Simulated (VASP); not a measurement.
**SiC (distorted ordered alloy on diamond lattice): one LDA single-point calculation in two programs**

```
CELL_PARAMETERS angstrom
1.60940 0.91340 5.31920
-1.46510 0.89700 5.28020
0.05800 -1.77240 5.29340
ATOMIC_POSITIONS crystal
C 0.44370 0.45760 0.45200
Si 0.92810 0.92990 0.91890
Si 0.06830 0.05830 0.09800
C 0.53610 0.55910 0.55710
```

Datasets and cutoffs are each program's own. VASP's cell holds 16 valence electrons and Ansatz's 16. LDA means the Perdew–Zunger form with relativistic exchange in VASP and the Perdew–Wang form in Ansatz. Ansatz's stress includes a Pulay correction; VASP's doesn't.

Cutoffs: 520 eV in VASP, 420 eV in Ansatz. k meshes: 8×8×8 and 8×8×8.

```json
{"": "gap between bands v and c on the k mesh", "VASP": "-0.06 eV (bands overlap: a metal)", "Ansatz": "-0.05 eV (bands overlap: a metal)"}
{"": "least direct gap on the k mesh", "VASP": "1.49 eV", "Ansatz": "1.50 eV"}
{"": "pressure", "VASP": "-2.7 GPa", "Ansatz": "-3.0 GPa"}
{"": "largest force", "VASP": "1.20 eV/Å", "Ansatz": "1.19 eV/Å"}
```

Forces (eV/Å), VASP:

```csv
atom,Fx,Fy,Fz
C,0.580,-0.975,-0.229
Si,-0.709,-0.772,0.204
Si,-0.592,1.038,0.039
C,0.720,0.709,-0.014
```

Ansatz:

```tsv
atom	Fx	Fy	Fz
C	0.580	-0.974	-0.200
Si	-0.708	-0.771	0.184
Si	-0.591	1.036	0.058
C	0.719	0.709	-0.043
```
